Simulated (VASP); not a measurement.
# Ge (P-1) in VASP: further runs

Runs on Ge. Level: PBE. Tasks: optical spectrum, density of states.

All numbers are computed with VASP 6.6.1; they aren't measurements. Logs are shortened: lines on timing, memory, paths and dates and some standing lists are left out, and cuts for length are marked.

## Step 1: The cell of the first run

The typed cell holds 2 atoms: a = 2.968 Å, b = 2.968 Å, c = 4.197 Å, α = 90.00°, β = 90.00°, γ = 90.00°.

This isn't the form of Ge at room conditions, which is diamond.

## Step 2: Optical spectrum, PBE (a zone-boundary wave of random shape, sigma 0.15 Å)

The input, INCAR:

```
SYSTEM = Ge
PREC = Accurate ; ENCUT = 520
EDIFF = 1E-6 ; ISMEAR = 0
SIGMA = 0.02 ; LREAL = .False.
LASPH = .True. ; NELM = 100
ALGO = Fast ; ISIF = 2
LWAVE = .False. ; LCHARG = .False.
GGA = PE ; LOPTICS = .True.
NBANDS = 62 ; NEDOS = 2000
CSHIFT = 0.1
```

The input, KPOINTS:

```
regular mesh
0
Gamma
  9 9 6
  0 0 0
```

The input, POSCAR:

```
Ge
1.0
    0.0000000000     -2.0983605200     -2.0983605200
    0.0000000000      2.0983605200     -2.0983605200
    4.1967210500      0.0000000000      0.0000000000
Ge
2
Direct
    0.5554013700      0.4948906800      0.5484903900
    0.9445986300      0.0051093200      0.9515096100
```

Potentials or basis: VASP PAW PBE potentials, release 64 (Ge_d).

Started as:

```console
$ cat potpaw_PBE.64/Ge_d/POTCAR > POTCAR
$ mpirun -np 1 vasp_std > vasp.out
```

OUTCAR:

```text
SYSTEM = Ge
   PREC = Accurate
   ENCUT = 520
   EDIFF = 1E-6
   ISMEAR = 0
   LREAL = .False.
   LASPH = .True.
   NELM = 100
   ISIF = 2
   GGA = PE

 ion  position               nearest neighbor table
   1  0.555  0.495  0.548-   2 2.51   2 2.55   2 2.87   2 2.90
   2  0.945  0.005  0.952-   1 2.51   1 2.55   1 2.87   1 2.90

  LATTYP: Found a simple tetragonal cell.
 ALAT       =     2.9675299061
 C/A-ratio  =     1.4142135657

  Lattice vectors:

 A1 = (   0.0000000000,  -2.0983605200,  -2.0983605200)
 A2 = (   0.0000000000,   2.0983605200,  -2.0983605200)
 A3 = (   4.1967210500,   0.0000000000,   0.0000000000)

Analysis of symmetry for initial positions (statically):
=====================================================================
 Subroutine PRICEL returns:
 Original cell was already a primitive cell.

 Routine SETGRP: Setting up the symmetry group for a
 simple tetragonal supercell.

 Subroutine GETGRP returns: Found  2 space group operations
 (whereof  1 operations were pure point group operations)
 out of a pool of 16 trial point group operations.

The static configuration has the point symmetry C_1 .
 The point group associated with its full space group is S_2 .

Analysis of symmetry for dynamics (positions and initial velocities):
=====================================================================
 Subroutine PRICEL returns:
 Original cell was already a primitive cell.

 Routine SETGRP: Setting up the symmetry group for a
 simple tetragonal supercell.

 Subroutine GETGRP returns: Found  2 space group operations
 (whereof  1 operations were pure point group operations)
[... 868 lines left out ...]
  in kB      139.0328751     80.7784876     78.2993047    -38.4837661    -11.7208629    -30.7365347
  external PRESSURE =      99.3702225 kB  Pullay stress =       0.0000000 kB

 VOLUME and BASIS-vectors are now :
 -----------------------------------------------------------------------------
  energy-cutoff  :      520.00
  volume of cell :       36.96
      direct lattice vectors                 reciprocal lattice vectors
     0.000000000 -2.098360520 -2.098360520     0.000000000 -0.238281265 -0.238281265
     0.000000000  2.098360520 -2.098360520     0.000000000  0.238281265 -0.238281265
     4.196721050  0.000000000  0.000000000     0.238281265  0.000000000  0.000000000

 POSITION                                       TOTAL-FORCE (eV/Angst)
 -----------------------------------------------------------------------------------
      2.30186     -0.12697     -2.20389        -1.607288      0.324703      0.251273
      3.99322     -1.97139     -1.99283         1.607288     -0.324703     -0.251273
 -----------------------------------------------------------------------------------
    total drift:                                0.000000     -0.000000      0.000000

  FREE ENERGIE OF THE ION-ELECTRON SYSTEM (eV)
  ---------------------------------------------------
  free  energy   TOTEN  =        -8.1086515929 eV

  energy  without entropy=       -8.1084266583  energy(sigma->0) =       -8.10853913

 electrical conductivity sigma (Mega S m-1) (frequency dependency in vasprun.xml)
  --------------------------------------------------------------------------------------
       0.177      -0.032      -0.012
      -0.032       0.400      -0.257
      -0.012      -0.257       0.339

  frequency dependent IMAGINARY DIELECTRIC FUNCTION (independent particle, no local field effects) density-density
     E(ev)      X         Y         Z        XY        YZ        ZX
  --------------------------------------------------------------------------------------------------------------
     0.00000     0.00000     0.00000     0.00000     0.00000     0.00000     0.00000
     1.06148    17.55333    37.64464    37.56362     4.95547    -1.74616     4.10253
     2.12296    31.18730    32.47391    30.34322    -3.90413     7.19876    -2.12013
     3.18444    16.45899    10.74094    10.61248    -0.86629    -0.01133    -1.04347
     4.24592    12.08374     4.76173     4.47870    -1.29423     0.01093    -1.27997
     5.30740     4.70374     2.44465     2.46158    -0.44313     0.30678    -0.30085
[... 92 lines left out ...]
   104.02497     0.00012     0.00011     0.00011     0.00000     0.00000    -0.00000
   105.08645     0.00011     0.00010     0.00010     0.00000     0.00000    -0.00000

  frequency dependent      REAL DIELECTRIC FUNCTION (independent particle, no local field effects) density-density
     E(ev)        X           Y           Z          XY          YZ          ZX
  --------------------------------------------------------------------------------------------------------------
     0.00000    32.17706    37.12703    37.59552     0.88174    -2.13429    -0.16194
     1.06148    52.85174    71.79854    71.74406     3.75478    -0.72748     1.33915
     2.12296    15.35607    -0.48888    -1.56131     4.36668    14.12427     3.38964
     3.18444   -13.11153   -10.11991    -9.73215    -1.41438     0.91523    -1.49215
     4.24592   -10.61585    -8.18293    -8.35244    -0.56947    -0.27375     0.03619
     5.30740    -4.72113    -4.14421    -4.07935     0.60811    -0.09427     0.63815
[... 92 lines left out ...]
   104.02497     0.95623     0.96180     0.96188     0.00051    -0.00051     0.00057
   105.08645     0.95745     0.96290     0.96298     0.00050    -0.00050     0.00056

  frequency dependent IMAGINARY DIELECTRIC FUNCTION (independent particle, no local field effects) current-current
     E(ev)      X         Y         Z        XY        YZ        ZX
  --------------------------------------------------------------------------------------------------------------
     0.00000   117.42305   135.85239   137.53189     3.36565    -7.98631    -0.55135
     1.06148    27.35434    50.74582    50.64339     5.69715    -1.83464     4.40997
     2.12296    32.47670    32.26905    30.04383    -3.46003     8.53386    -1.79436
     3.18444    15.55562    10.03048     9.93550    -0.95625     0.04929    -1.14264
     4.24592    11.53001     4.32552     4.03482    -1.32155    -0.00292    -1.27755
     5.30740     4.48759     2.24969     2.26898    -0.41949     0.30267    -0.27657
[... 92 lines left out ...]
   104.02497     0.00003     0.00003     0.00003     0.00001     0.00000     0.00000
   105.08645     0.00003     0.00003     0.00003     0.00001     0.00000     0.00000

  frequency dependent      REAL DIELECTRIC FUNCTION (independent particle, no local field effects) current-current
     E(ev)        X           Y           Z          XY          YZ          ZX
  --------------------------------------------------------------------------------------------------------------
     0.00000    31.72968    36.32230    36.74872     0.83649    -2.04229    -0.17728
     1.06148    49.43762    64.32061    64.26442     2.83016    -0.38652     0.60276
     2.12296    12.49325    -3.44096    -4.31477     4.71522    13.38086     3.57037
     3.18444   -14.08615   -10.74003   -10.34618    -1.36273     0.91199    -1.42613
     4.24592   -11.16105    -8.37819    -8.53345    -0.50760    -0.27711     0.09907
     5.30740    -4.88475    -4.22017    -4.15518     0.62458    -0.10732     0.64912
[... 92 lines left out ...]
   104.02497     0.95626     0.96183     0.96192     0.00051    -0.00051     0.00057
   105.08645     0.95747     0.96293     0.96302     0.00050    -0.00050     0.00056
```

stdout:

```text
POSCAR found type information on POSCAR Ge
 POSCAR found :  1 types and       2 ions
 scaLAPACK will be used
 LDA part: xc-table for (Slater+PW92), standard interpolation
 POSCAR, INCAR and KPOINTS ok, starting setup
 FFT: planning ... GRIDC
 FFT: planning ... GRID_SOFT
 FFT: planning ... GRID
 WAVECAR not read
 entering main loop
WARNING in EDDRMM: call to ZHEGV failed, returncode =   6  3     34
WARNING in EDDRMM: call to ZHEGV failed, returncode =   6  3     27
WARNING in EDDRMM: call to ZHEGV failed, returncode =   6  3     19
WARNING in EDDRMM: call to ZHEGV failed, returncode =   6  3     16
WARNING in EDDRMM: call to ZHEGV failed, returncode =   6  3     24
WARNING in EDDRMM: call to ZHEGV failed, returncode =   6  3     27
WARNING in EDDRMM: call to ZHEGV failed, returncode =   6  3     34
WARNING in EDDRMM: call to ZHEGV failed, returncode =   6  3     25
WARNING in EDDRMM: call to ZHEGV failed, returncode =   6  3     23
WARNING in EDDRMM: call to ZHEGV failed, returncode =   6  3     27
WARNING in EDDRMM: call to ZHEGV failed, returncode =   6  3     35
WARNING in EDDRMM: call to ZHEGV failed, returncode =   6  3     34
WARNING in EDDRMM: call to ZHEGV failed, returncode =   6  3     20
WARNING in EDDRMM: call to ZHEGV failed, returncode =   6  3     21
WARNING in EDDRMM: call to ZHEGV failed, returncode =   6  3     18
WARNING in EDDRMM: call to ZHEGV failed, returncode =   6  3     30
WARNING in EDDRMM: call to ZHEGV failed, returncode =   6  3     25
 optical routines
 imaginary and real dielectric function
 recalculating local potential from charge density
 direction            1
 direction            2
 direction            3
```

Run time: 3.9 min. Hardware: 1 thread of Intel Xeon Platinum 8488C (Sapphire Rapids), shared host; peak memory 0.7 GiB.

What came out:

```yaml
Free_energy: -8.1087 eV
Pressure: 9.9 GPa
Largest_force: 1.659 eV/Å
Band_gap_on_the_k_mesh: none (metal or under the smearing width)
```

Forces in eV/Å, atoms in the order of the input:
```
Ge  -1.607  0.325  0.251
Ge   1.607 -0.325 -0.251
```

Dielectric function (mean over the directions given):
| energy (eV) | real part | imaginary part |
| --- | --- | --- |
| 0.27 | 36.70 | 0.86 |
| 0.74 | 47.45 | 5.81 |
| 1.27 | 21.12 | 54.84 |
| 1.75 | 9.94 | 40.32 |
| 2.28 | 1.16 | 35.91 |
| 2.76 | -15.68 | 25.12 |
| 3.29 | -9.99 | 11.67 |
| 3.77 | -10.36 | 8.58 |
| 4.30 | -8.89 | 6.41 |
| 4.78 | -6.22 | 3.46 |
| 5.31 | -4.31 | 3.20 |
| 5.79 | -4.11 | 2.55 |
| 6.32 | -3.45 | 2.66 |
| 6.79 | -3.10 | 1.14 |
| 7.32 | -2.19 | 0.99 |
| 7.80 | -1.95 | 0.85 |
| 8.33 | -1.30 | 0.73 |
| 8.81 | -1.22 | 0.66 |
| 9.34 | -0.95 | 0.57 |
| 9.82 | -0.78 | 0.49 |
| 10.35 | -0.58 | 0.41 |
| 10.83 | -0.52 | 0.39 |
| 11.36 | -0.28 | 0.32 |
| 11.84 | -0.23 | 0.26 |
| 12.37 | -0.10 | 0.30 |
| 12.84 | -0.03 | 0.26 |
| 13.37 | 0.07 | 0.24 |
| 13.85 | 0.11 | 0.18 |
| 14.38 | 0.22 | 0.15 |
| 14.86 | 0.31 | 0.18 |
| 15.39 | 0.31 | 0.14 |
| 15.87 | 0.35 | 0.20 |
| 16.40 | 0.34 | 0.11 |
| 16.88 | 0.40 | 0.10 |
| 17.41 | 0.47 | 0.09 |
| 17.89 | 0.52 | 0.08 |
| 18.42 | 0.55 | 0.07 |
| 18.89 | 0.58 | 0.07 |
| 19.43 | 0.62 | 0.07 |
| 19.96 | 0.64 | 0.08 |

Caveat: spectra need much finer meshes, so this one isn't converged; independent-particle spectra lack excitons; the intraband (Drude) part of a metal's response may be missing; forces of over 1 eV/Å show positions far from the minimum, so gaps and moduli don't describe the material at rest.

## Step 3: Density of states, PBE (a zone-boundary wave of random shape, sigma 0.15 Å)

POSCAR is that of step 2.

The input, INCAR.step1:

```
  PREC = Accurate
  ENCUT = 520
  EDIFF = 1E-7
  ISMEAR = 0
  SIGMA = 0.02
  LREAL = F
  LASPH = T
  NELM = 80
  ALGO = Normal
  ISIF = 2
  LWAVE = F
  LCHARG = T
  GGA = PE
```

The input, KPOINTS.step1:

```
Automatic mesh
0
Gamma
  9 9 6
```

The input, INCAR.step2:

```
  PREC = Accurate
  ENCUT = 520
  EDIFF = 1E-7
  ISMEAR = -5
  SIGMA = 0.02
  LREAL = F
  LASPH = T
  NELM = 80
  ALGO = Normal
  ISIF = 2
  LWAVE = F
  LCHARG = F
  GGA = PE
  LORBIT = 11
  NEDOS = 1001
  ICHARG = 11
```

The input, KPOINTS.step2:

```
Automatic mesh
0
Gamma
  14 14 9
```

Potentials or basis: VASP PAW PBE potentials, release 64 (Ge_d).

Started as:

```console
$ cat potpaw_PBE.64/Ge_d/POTCAR > POTCAR
$ cp INCAR.step1 INCAR
$ cp KPOINTS.step1 KPOINTS
$ mpirun -np 1 vasp_std > vasp.out
$ cp INCAR.step2 INCAR
$ cp KPOINTS.step2 KPOINTS
$ mpirun -np 1 vasp_std > vasp.out
```

OUTCAR:

```text
PREC = Accurate
   ENCUT = 520
   EDIFF = 1E-7
   ISMEAR = -5
   LREAL = F
   LASPH = T
   NELM = 80
   ISIF = 2
   GGA = PE
   LORBIT = 11
   ICHARG = 11

 ion  position               nearest neighbor table
   1  0.555  0.495  0.548-   2 2.51   2 2.55   2 2.87   2 2.90
   2  0.945  0.005  0.952-   1 2.51   1 2.55   1 2.87   1 2.90

  LATTYP: Found a simple tetragonal cell.
 ALAT       =     2.9675299061
 C/A-ratio  =     1.4142135657
[... 704 lines left out ...]
  -------------------------------------------------------------------------------------
  Total        3.1615336      2.4836601      2.5392687     -0.7939827     -0.4537014     -0.6027726
  in kB      137.0591616    107.6719118    110.0826628    -34.4208275    -19.6689138    -26.1314655
  external PRESSURE =     118.2712454 kB  Pullay stress =       0.0000000 kB

 VOLUME and BASIS-vectors are now :
 -----------------------------------------------------------------------------
  energy-cutoff  :      520.00
  volume of cell :       36.96
      direct lattice vectors                 reciprocal lattice vectors
     0.000000000 -2.098360520 -2.098360520     0.000000000 -0.238281265 -0.238281265
     0.000000000  2.098360520 -2.098360520     0.000000000  0.238281265 -0.238281265
     4.196721050  0.000000000  0.000000000     0.238281265  0.000000000  0.000000000

 POSITION                                       TOTAL-FORCE (eV/Angst)
 -----------------------------------------------------------------------------------
      2.30186     -0.12697     -2.20389        -1.553848      0.314794      0.269483
      3.99322     -1.97139     -1.99283         1.553848     -0.314794     -0.269483
 -----------------------------------------------------------------------------------
    total drift:                                0.000000     -0.000000      0.000000

  FREE ENERGIE OF THE ION-ELECTRON SYSTEM (eV)
  ---------------------------------------------------
  free  energy   TOTEN  =        -8.0839265364 eV

  energy  without entropy=       -8.0839265364  energy(sigma->0) =       -8.08392654

 total charge

# of ion       s       p       d       tot
------------------------------------------
    1        1.267   0.978  10.040  12.285
    2        1.267   0.978  10.040  12.285
--------------------------------------------------
tot          2.534   1.956  20.080  24.569
```

Wall time 3.7 min (1 thread of Intel Xeon Platinum 8488C (Sapphire Rapids), shared host); peak memory 0.54 GiB.

Results:

```
Valence electrons inside the program's atomic spheres : Ge 12.29
```

Levels at points of the mesh, in eV from the Fermi level:
```tsv
k point	band 10	band 11	band 12	band 13	band 14	band 15	band 16	band 17	band 18
(0.00, 0.00, 0.00)	-24.57	-13.78	-5.33	-3.97	2.21	2.62	5.19	6.22	9.56
(0.50, 0.00, 0.00)	-24.58	-10.36	-8.53	-1.30	-1.16	0.54	2.04	5.20	7.47
(0.00, 0.50, 0.00)	-24.61	-9.61	-9.44	-1.06	-1.05	0.98	1.13	6.23	6.39
(0.50, 0.50, 0.00)	-24.60	-6.26	-6.11	-4.29	-4.15	2.23	2.23	3.20	3.30
```

States per cell in windows of 1 eV (zero at the Fermi level; states under -8 eV left out):
| from (eV) | total | Ge1_p | Ge2_p | Ge1_s | Ge2_s | Ge1_d | Ge2_d |
| --- | --- | --- | --- | --- | --- | --- | --- |
| -8.0 | 0.76 | 0.04 | 0.04 | 0.19 | 0.19 | 0.01 | 0.01 |
| -7.0 | 0.63 | 0.03 | 0.03 | 0.17 | 0.17 | 0.01 | 0.01 |
| -6.0 | 0.53 | 0.03 | 0.03 | 0.14 | 0.14 | 0.00 | 0.00 |
| -5.0 | 0.40 | 0.08 | 0.08 | 0.02 | 0.02 | 0.00 | 0.00 |
| -4.0 | 0.89 | 0.17 | 0.17 | 0.04 | 0.04 | 0.01 | 0.01 |
| -3.0 | 0.85 | 0.16 | 0.16 | 0.06 | 0.06 | 0.01 | 0.01 |
| -2.0 | 0.92 | 0.18 | 0.18 | 0.05 | 0.05 | 0.02 | 0.02 |
| -1.0 | 0.88 | 0.18 | 0.18 | 0.05 | 0.05 | 0.02 | 0.02 |
| 0.0 | 0.82 | 0.18 | 0.18 | 0.03 | 0.03 | 0.02 | 0.02 |
| 1.0 | 0.98 | 0.21 | 0.21 | 0.04 | 0.04 | 0.03 | 0.03 |
| 2.0 | 1.07 | 0.24 | 0.24 | 0.03 | 0.03 | 0.04 | 0.04 |
| 3.0 | 1.13 | 0.26 | 0.26 | 0.02 | 0.02 | 0.04 | 0.04 |
| 4.0 | 1.06 | 0.25 | 0.25 | 0.02 | 0.02 | 0.04 | 0.04 |
| 5.0 | 0.95 | 0.23 | 0.23 | 0.02 | 0.02 | 0.04 | 0.04 |
| 6.0 | 0.96 | 0.24 | 0.24 | 0.02 | 0.02 | 0.04 | 0.04 |
| 7.0 | 0.63 | 0.16 | 0.16 | 0.01 | 0.01 | 0.03 | 0.03 |

Caveat: tetrahedron occupations give inexact forces and stress in metals.
